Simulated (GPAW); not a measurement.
# Sn (I4_1/amd) in GPAW: further runs, part 2 of 2

GPAW 26.7.0. Earlier steps stand in the parts before.

## Step 4: Band structure, PBE

Input file run.py:

```python
from ase.dft.bandgap import bandgap
from ase.io import write
from ase.spacegroup import crystal
from gpaw import GPAW

# Sn 4a
atoms = crystal(['Sn'],
                basis=[[0.0, 0.0, 0.0]],
                spacegroup=141, setting=1,  # I4_1/amd
                cellpar=[5.88028091, 5.88028091, 3.19860398, 90.0, 90.0, 90.0],
                primitive_cell=True)

calc = GPAW(mode='lcao',
            h=0.2,
            basis='szp(dzp)',
            xc='PBE',
            kpts={'size': (7, 7, 7), 'gamma': True},
            occupations={'name': 'fermi-dirac', 'width': 0.05},
            convergence={'density': 1e-05, 'energy': 1e-05},
            maxiter=150,
            txt='gpaw.txt')
atoms.calc = calc
energy = atoms.get_potential_energy()
forces = atoms.get_forces()
calc.write('gs.gpw')
write('result.traj', atoms)
print(f'Energy: {energy:.6f} eV')
print('Forces (eV/A):')
print(forces.round(4))
print('Fermi level:', round(calc.get_fermi_level(), 4), 'eV')
print(f'Gap: {bandgap(calc)[0]:.4f} eV, direct: {bandgap(calc, direct=True)[0]:.4f} eV')

path = atoms.cell.bandpath('GXMGZPNZ1M,XP', npoints=60, eps=1e-4)
bs_calc = calc.fixed_density(kpts=path, symmetry='off', txt='bands.txt')
bs = bs_calc.band_structure()
bs.write('bs.json')
print(f'Gap on the path: {bandgap(bs_calc)[0]:.4f} eV')
```

Potentials or basis: GPAW PAW data sets (gpaw-data 1.2.1), lcao:szp(dzp).

Command:

```bash
$ OMP_NUM_THREADS=1 python run.py
```

gpaw.txt:

```text
__  _  _
 | _ |_)|_||  |
 |__||  | ||/\| - 26.7.0

Input parameters:
  mode=LCAO(),
  basis={'default': 'szp(dzp)'},
  convergence={'density': 1e-05, 'energy': 1e-05},
  h=0.2,
  kpts=MonkhorstPack(size=(7, 7, 7), gamma=True),
  maxiter=150,
  occupations=Occupations(name='fermi-dirac', width=0.05),
  xc=XC(name='PBE')

         Sn

       Sn

Atoms  # Å, Bohr magnetons
|   | symbol |        x |        y |        z |    initial magnetic moments |
|---|--------|----------|----------|----------|-----------------------------|
| 0 |     Sn | 0.000000 | 0.000000 | 0.000000 | ( 0.0000,  0.0000,  0.0000) |
| 1 |     Sn | 0.000000 | 2.940140 | 0.799651 | ( 0.0000,  0.0000,  0.0000) |

Unit cell  # Å
| periodic |         x |         y |         z |  lengths |     angles |
|----------|-----------|-----------|-----------|----------|------------|
|      yes | -2.940140 |  2.940140 |  1.599302 | 4.454954 |  97.404686 |
|      yes |  2.940140 | -2.940140 |  1.599302 | 4.454954 |  97.404686 |
|      yes |  2.940140 |  2.940140 | -1.599302 | 4.454954 | 137.923144 |

Number of symmetries: 8
Symmetry operations  # r_c * U_cc + t_c -> r_c
|   | kind |            matrix            |
|---|------|------------------------------|
| 0 |  σ   |  1, 1, 1,  0, 0,-1,  0,-1, 0 |
| 1 |  E   |  1, 0, 0,  0, 1, 0,  0, 0, 1 |
| 2 |  C2  |  0, 1, 0,  1, 0, 0, -1,-1,-1 |
| 3 |  S4  |  0, 0, 1, -1,-1,-1,  0, 1, 0 |
| 4 |  σ   |  0, 0,-1,  1, 1, 1, -1, 0, 0 |
| 5 |  C2  |  0,-1, 0, -1, 0, 0,  0, 0,-1 |
| 6 |  C2  | -1, 0, 0,  0,-1, 0,  1, 1, 1 |
| 7 |  S4  | -1,-1,-1,  0, 0, 1,  1, 0, 0 |

BZ-sampling:
  Number of BZ points: 343
  Number of IBZ points: 40

  Monkhorst-Pack size: [7, 7, 7]
  Monkhorst-Pack shift: [0, 0, 0]

K-points  # in reciprocal-cell coordinates
|     |                                coordinates |     weight |
|-----|--------------------------------------------|------------|
|   0 | (  0.00000000,   0.00000000,   0.00000000) | 0.00291545 |
|   1 | (  0.14285714,  -0.14285714,   0.00000000) | 0.01166181 |
|   2 | (  0.14285714,  -0.14285714,   0.14285714) | 0.01166181 |
|   3 | (  0.14285714,   0.00000000,   0.00000000) | 0.02332362 |
|   4 | (  0.14285714,   0.14285714,  -0.14285714) | 0.00583090 |
|   5 | (  0.28571429,  -0.28571429,   0.00000000) | 0.01166181 |
|   6 | (  0.28571429,  -0.28571429,   0.14285714) | 0.02332362 |
|   7 | (  0.28571429,  -0.28571429,   0.28571429) | 0.01166181 |
|   8 | (  0.28571429,  -0.14285714,   0.00000000) | 0.04664723 |
|   9 | (  0.28571429,  -0.14285714,   0.14285714) | 0.02332362 |
| ... |                                            |            |
|  39 | (  0.42857143,   0.42857143,   0.42857143) | 0.02332362 |

basis functions: 28
Spin-components: 1 (collinear spins)
Bands:           18
Projectors:      12
Spin-degeneracy: 2
Datatype:        <class 'complex'>

Parallelization:
  kpt:    1
  domain: 1
  band:   1

Density:
  Valence electrons: 28.0
  Components: 1
  Grid points: [20 20 20]
  Charge: 0.0  # |e|

Potential:
  Grid points: [20 20 20]

species:
  Sn:
    name:    Tin
    Z:       50.0
    valence: 14
    core:    36
    charge:  0.0  # [|e|]
    compensation charges:
      type: gauss
      rc: 0.38  # [Å]
      lmax: 2
    cutoffs:
      filter: 2.23  # [Å]
      core: 2.35  # [Å]
    projectors
    | kind |    occ | energy [eV] | rcut [Å] |
    |------|--------|-------------|----------|
    |   5s |  2.000 |     -10.538 |    1.201 |
    |   5p |  2.000 |      -3.696 |    1.270 |
    |   4d | 10.000 |     -25.845 |    1.185 |
    |    s |        |      16.674 |    1.201 |
    |    p |        |      23.515 |    1.270 |
    |    d |        |       1.367 |    1.185 |

    LCAO basis set for Sn:
      Name: szp(dzp)
      File: <dir>
      Number of radial functions: 4
      Number of spherical harmonics: 14
        l=0, rc=7.1250 Bohr: 5s-sz confined orbital
        l=1, rc=9.5469 Bohr: 5p-sz confined orbital
        l=2, rc=4.0625 Bohr: 4d-sz confined orbital
        l=2, rc=9.5469 Bohr: d-type Gaussian polarization
      Number of RI-basis functions 0

Reference energy: -336021.386614  # eV

[... 47 lines left out ...]
|---|------|------------------------------|
| 0 |  σ   |  1, 1, 1,  0, 0,-1,  0,-1, 0 |
| 1 |  E   |  1, 0, 0,  0, 1, 0,  0, 0, 1 |
| 2 |  C2  |  0, 1, 0,  1, 0, 0, -1,-1,-1 |
| 3 |  S4  |  0, 0, 1, -1,-1,-1,  0, 1, 0 |
| 4 |  σ   |  0, 0,-1,  1, 1, 1, -1, 0, 0 |
| 5 |  C2  |  0,-1, 0, -1, 0, 0,  0, 0,-1 |
| 6 |  C2  | -1, 0, 0,  0,-1, 0,  1, 1, 1 |
| 7 |  S4  | -1,-1,-1,  0, 0, 1,  1, 0, 0 |

BZ-sampling:
  Number of BZ points: 343
  Number of IBZ points: 40

  Monkhorst-Pack size: [7, 7, 7]
  Monkhorst-Pack shift: [0, 0, 0]

K-points  # in reciprocal-cell coordinates
|     |                                coordinates |     weight |
|-----|--------------------------------------------|------------|
|   0 | (  0.00000000,   0.00000000,   0.00000000) | 0.00291545 |
|   1 | (  0.14285714,  -0.14285714,   0.00000000) | 0.01166181 |
|   2 | (  0.14285714,  -0.14285714,   0.14285714) | 0.01166181 |
|   3 | (  0.14285714,   0.00000000,   0.00000000) | 0.02332362 |
|   4 | (  0.14285714,   0.14285714,  -0.14285714) | 0.00583090 |
|   5 | (  0.28571429,  -0.28571429,   0.00000000) | 0.01166181 |
|   6 | (  0.28571429,  -0.28571429,   0.14285714) | 0.02332362 |
|   7 | (  0.28571429,  -0.28571429,   0.28571429) | 0.01166181 |
|   8 | (  0.28571429,  -0.14285714,   0.00000000) | 0.04664723 |
|   9 | (  0.28571429,  -0.14285714,   0.14285714) | 0.02332362 |
| ... |                                            |            |
|  39 | (  0.42857143,   0.42857143,   0.42857143) | 0.02332362 |

basis functions: 28
Spin-components: 1 (collinear spins)
Bands:           18
Projectors:      12
Spin-degeneracy: 2
Datatype:        <class 'complex'>

Parallelization:
  kpt:    1
  domain: 1
  band:   1

Density:
  Valence electrons: 28.0
  Components: 1
  Grid points: [20 20 20]
  Charge: 0.0  # |e|

Potential:
  Grid points: [20 20 20]

species:
  Sn:
    name:    Tin
    Z:       50.0
    valence: 14
    core:    36
    charge:  0.0  # [|e|]
    compensation charges:
      type: gauss
      rc: 0.38  # [Å]
      lmax: 2
    cutoffs:
      filter: 2.23  # [Å]
      core: 2.35  # [Å]
    projectors
    | kind |    occ | energy [eV] | rcut [Å] |
    |------|--------|-------------|----------|
    |   5s |  2.000 |     -10.538 |    1.201 |
    |   5p |  2.000 |      -3.696 |    1.270 |
    |   4d | 10.000 |     -25.845 |    1.185 |
    |    s |        |      16.674 |    1.201 |
    |    p |        |      23.515 |    1.270 |
    |    d |        |       1.367 |    1.185 |

    LCAO basis set for Sn:
      Name: szp(dzp)
      File: <dir>
      Number of radial functions: 4
      Number of spherical harmonics: 14
        l=0, rc=7.1250 Bohr: 5s-sz confined orbital
        l=1, rc=9.5469 Bohr: 5p-sz confined orbital
        l=2, rc=4.0625 Bohr: 4d-sz confined orbital
        l=2, rc=9.5469 Bohr: d-type Gaussian polarization
      Number of RI-basis functions 0

Reference energy: -336021.386614  # eV

eigensolver:
  <gpaw.new.lcao.eigensolver.LCAOEigensolver object>
density mixing:
  MSR1-Mixer
  Pratt-step length: 0.05
  Maximum mixing coefficient: 0.75
  Old densities: 10
  SVD Regularization: 0.005
  Good broyden scale: 1.0
  Trust region scale: 1.0
  Backstep threshold: 4.0
  History deletion threshold: 6.0
  Fourier metric: weight=20.0, sigma=0.015

occupation numbers:
  Fermi-Dirac:
    width: 0.0500  # eV

FastPoissonSolver using
    Stencil: 10*3+1=31 point O(h^6) finite-difference Laplacian
    FFT axes: [np.int64(0), np.int64(1), np.int64(2)]
    FST axes: []

xc functional:
  name: PBE with 2 nearest neighbor stencil
interpolation: tri-quintic # 5. degree polynomial

convergence criteria:
- Maximum integral of absolute [dens]ity change: 1e-05 electrons / valence electron
- Maximum [total energy] change in last 3 cyles: 1e-05 eV / valence electron
- Maximum integral of absolute [eigenst]ate change: 4e-08 eV^2 / valence electron
maximum number of iterations: 150

SCF iterations
|iter     | |      energy | eigst |  dens |
|---------|-|-------------|-------|-------|
|iter:   1| |   -7.067087 |      c|       |
|iter:   2| |   -7.039836 |      c| -1.57 |
|iter:   3| |   -6.885364 |      c| -1.60 |
|iter:   4| |   -6.882603 |      c| -2.16 |
|iter:   5| |   -6.882656 |      c| -2.63 |
|iter:   6| |   -6.882655c|      c| -4.23 |
|iter:   7| |   -6.882655c|      c| -4.90 |
|iter:   8| |   -6.882655c|      c| -5.79c|

Converged in 8 steps
Energy contributions relative to reference atoms: (reference = -336021.386614)

Energy contributions:
  Kinetic:         -23.011214
  Coulomb:          22.382967
  Zero:              0.166307
  External:          0.000000
  Xc:               -6.415796
  Entropy:          -0.009837
  Spinorbit:         0.000000
  ----------------------------
  Free energy:      -6.887573
  Extrapolated:     -6.882655

dipole moment: (-16.545815, -3.438054, -5.435155)  # |e|*Ang

Fermi level: 6.856
Eigenvalues  # (at kpt = [0.000, 0.000, 0.000])
| band index |      eig [eV] | occ [0-2] |
|------------|---------------|-----------|
|          0 |       -15.002 |     2.000 |
|        ... |               |           |
|          6 |       -14.727 |     2.000 |
|          7 |       -14.726 |     2.000 |
|          8 |       -14.662 |     2.000 |
|          9 |       -14.559 |     2.000 |
|         10 |        -4.107 |     2.000 |
|         11 |         3.148 |     2.000 |
|         12 |         4.990 |     2.000 |
|         13 |         4.991 |     2.000 |
|         14 |        12.459 |     0.000 |
|         15 |        13.493 |     0.000 |
|         16 |        13.493 |     0.000 |
|         17 |        13.746 |     0.000 |

No gap
No difference between direct/indirect transitions

Forces  # eV/Ang
|        x |        y |        z |
|----------|----------|----------|
|  0.00000 |  0.00000 | -0.00000 |  # Sn   0
| -0.00000 | -0.00000 | -0.00000 |  # Sn   1

# Writing to gs.gpw (mode='')
```

Run time: 2.9 min. Hardware: 1 thread of Intel Xeon Platinum 8259CL at 2.50GHz (Skylake/Cascade Lake), shared host; peak memory 0.19 GiB.

These settings aren't checked as converged: the numbers below hold their error.

Results:

```
Free energy             : -6.8876 eV
Band gap along the path : none (metal or under the smearing width)
```

Caveat: the real-space grid adds noise to forces; real-space grids are poor in so skewed a cell; spin-orbit coupling is left out, which moves the levels of the heavy elements; the basis of atomic orbitals isn't converged, which shifts pressures, moduli and gaps.
